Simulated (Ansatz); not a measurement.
**CO2: the band gap up the ladder of functionals**

One table from this session's results is given with a row withheld; the runs are named, their logs left out.

Program: Ansatz 0.2.0. PAW datasets, plane waves. Spin-unpolarised throughout; all numbers are computed.

**The cell**

The cell was relaxed beforehand with r2SCAN+rVV10.

Space group Cmce (No. 64), orthorhombic; conventional cell a = 5.286 Å, b = 4.760 Å, c = 6.427 Å, 13.47 Å³ an atom. Around C lie 2 O at 1.16 Å; around O lie 1 C at 1.16 Å.

The structure in full:

```cif
data_structure
_symmetry_space_group_name_H-M 'P 1'
_symmetry_Int_Tables_number 1
_cell_length_a 3.5565
_cell_length_b 3.5565
_cell_length_c 6.4270
_cell_angle_alpha 90.000
_cell_angle_beta 90.000
_cell_angle_gamma 84.005
_cell_volume 80.85
loop_
_atom_site_label
_atom_site_type_symbol
_atom_site_fract_x
_atom_site_fract_y
_atom_site_fract_z
_atom_site_occupancy
C1 C 0.00000 0.00000 0.00000 1
C2 C 0.50000 0.50000 0.50000 1
O1 O 0.80373 0.19627 0.89287 1
O2 O 0.19627 0.80373 0.10713 1
O3 O 0.69627 0.30373 0.39287 1
O4 O 0.30373 0.69627 0.60713 1
```

Set-up of the first run:

The input, input.yaml:

```yaml
crystal:
  lattice:
    - [2.6429049853, -2.3798751837, 0.0]
    - [2.6429049853, 2.3798751837, 0.0]
    - [0.0, 0.0, 6.4270279489]
  atoms:
    - { symbol: C, position: [0.0, 0.0, 0.0] }
    - { symbol: C, position: [0.5, 0.5, 0.5] }
    - { symbol: O, position: [0.8037318635, 0.1962681365, 0.8928652631] }
    - { symbol: O, position: [0.1962681365, 0.8037318635, 0.1071347369] }
    - { symbol: O, position: [0.6962681365, 0.3037318635, 0.3928652631] }
    - { symbol: O, position: [0.3037318635, 0.6962681365, 0.6071347369] }
kpoints:
  mp_grid: { grid: [8, 8, 4] }
  band_path:
    path:
      - [[0.0, 0.0, 0.0], [0.5, 0.5, -4.220708780239e-33], [0.4527147122197, 0.5472852877803, -4.277492930544e-33]]
      - [[-0.4527147122197, 0.4527147122197, -5.436579001778e-34], [0.0, 0.0, 0.0], [-4.55185723398e-50, 1.481107747934e-50, 0.5], [-0.4527147122197, 0.4527147122197, 0.5]]
      - [[0.4527147122197, 0.5472852877803, 0.5], [0.5, 0.5, 0.5], [0.5, 0.5, -4.220708780239e-33]]
      - [[0.0, 0.0, 0.0], [-2.623440152338e-17, 0.5, -2.410575415361e-33], [-2.623440152338e-17, 0.5, 0.5], [-4.55185723398e-50, 1.481107747934e-50, 0.5], [0.5, 0.5, 0.5]]
    npoints: 10
hamiltonian:
  xc: pbe
scf:
  occupations: { method: fermi_dirac, width: 0.02 }
  n_extra_bands: 5
output:
  forces: true
  stress: true
  eigenvalues: true
```

Launch:

```
$ ansatz run input.yaml --threads 4 --pin off --max-ram 5529MiB --backend cpu --events-out ev --progress --plain --runs-dir out
```

Steps of the session up to this table: PBE band path; Single point with r2SCAN; HSE06; PBE0; LDA; DDH-PBE0 at the same geometry; Single point with r2SCANh.

One table of the session follows, with a row left open; its other results are not shown here.

```
   level  gap (eV)
     PBE      6.70
  r2SCAN      7.31
   HSE06         ?
    PBE0      9.22
     LDA      6.40
DDH-PBE0     11.67
 r2SCANh      8.21
```

**Question.** Estimate the row for HSE06.

The run gave: gap (eV): 8.44. In the column «gap (eV)» it lies between r2SCANh (8.21) and PBE0 (9.22).

Meshes: PBE 8×8×4, r2SCAN 8×8×4, HSE06 4×4×2, PBE0 4×4×2, LDA 8×8×4, DDH-PBE0 4×4×2, r2SCANh 4×4×2

PBE reaches 79 % of the HSE06 value, and r2SCAN 87 %. PBE0 lies 0.78 eV above HSE06, which differs from it by screening the long-range exchange.

Limits of these values: Warnings in the runs' records: stress exchange threshold loose, stress scf threshold loose.
